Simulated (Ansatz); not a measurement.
# BaTiO3: the cost of one run

Computed with Ansatz 0.2.0 (DFT PBE, spin-orbit coupling, plane waves, PAW).

The COD entry's cell or inner coordinates are ideal or old and differ from later refinements, so a difference from it is no clean test against experiment.

1 further run of the same task is left out (set aside as unsound or not needed).

### Step 1. The structure to begin with

The structure is tetragonal, space group P4mm (No. 99). Conventional cell: a = 3.985 Å, b = 3.985 Å, c = 4.202 Å, α = 90.00°, β = 90.00°, γ = 90.00°. Ba (site symmetry 4mm) is surrounded by 12 O at 2.80 to 2.99 Å. Around Ti (site symmetry 4mm) lie 5 O at 1.81 to 2.00 Å. Around O (site symmetry 4mm) lie 1 Ti at 1.81 Å. Around O (site symmetry 2mm) lie 2 Ti at 2.00 Å and 2 Ba at 2.80 Å.

Structure file:

```cif
data_structure
_symmetry_space_group_name_H-M 'P 1'
_symmetry_Int_Tables_number 1
_cell_length_a 3.9853
_cell_length_b 3.9853
_cell_length_c 4.2022
_cell_angle_alpha 90.000
_cell_angle_beta 90.000
_cell_angle_gamma 90.000
_cell_volume 66.74
loop_
_atom_site_label
_atom_site_type_symbol
_atom_site_fract_x
_atom_site_fract_y
_atom_site_fract_z
_atom_site_occupancy
Ba1 Ba 0.00000 0.00000 0.98930 1
Ti1 Ti 0.50000 0.50000 0.47205 1
O1 O 0.50000 0.50000 0.04088 1
O2 O 0.50000 0.00000 0.52038 1
O3 O 0.00000 0.50000 0.52038 1
```

This cell was relaxed beforehand with the same method: volume 13.35 Å³/atom, gap on the mesh 1.84 eV.

### Step 2. The same geometry with PBE with spin-orbit coupling

input.yaml

```yaml
crystal:
  lattice:
    - [3.985256984, 0.0, 0.0]
    - [0.0, 3.985256984, 0.0]
    - [0.0, 0.0, 4.2022179547]
  atoms:
    - { symbol: Ba, position: [0.0, 0.0, -0.0106979926] }
    - { symbol: Ti, position: [0.5, 0.5, 0.4720516423] }
    - { symbol: O, position: [0.5, 0.5, 0.040879749] }
    - { symbol: O, position: [0.5, 0.0, 0.5203833006] }
    - { symbol: O, position: [0.0, 0.5, 0.5203833006] }
basis:
  ecutwfc: 420
kpoints:
  mp_grid: { grid: [8, 8, 8] }
  band_path:
    path:
      - [[0.0, 0.0, 0.0], [0.0, 0.5, 0.0], [0.5, 0.5, 0.0], [0.0, 0.0, 0.0], [0.0, 0.0, 0.5], [0.0, 0.5, 0.5], [0.5, 0.5, 0.5], [0.0, 0.0, 0.5]]
      - [[0.0, 0.5, 0.0], [0.0, 0.5, 0.5]]
      - [[0.5, 0.5, 0.0], [0.5, 0.5, 0.5]]
    npoints: 10
hamiltonian:
  xc: pbe
scf:
  occupations: { method: gaussian, width: 0.02 }
output:
  forces: true
  stress: true
  eigenvalues: true
  populations: true
  dos: { projected: true, de: 0.02 }
  bader: false
  write_density: true
  write_potential: true
  elf: true
  volumetric_format: npy
magnetization:
  noncollinear: true
  spin_orbit: true
```

Launch:

```console
ansatz run input.yaml --threads 2 --pin off --max-ram 5120MiB --backend cpu --events-out ev --progress --plain --runs-dir out
```

**Question.** How long does this run take on 2 threads of AMD EPYC 9R45 (Zen 5), shared host, and how much memory does it need?

About 26 s, with a peak of 0.89 GiB.
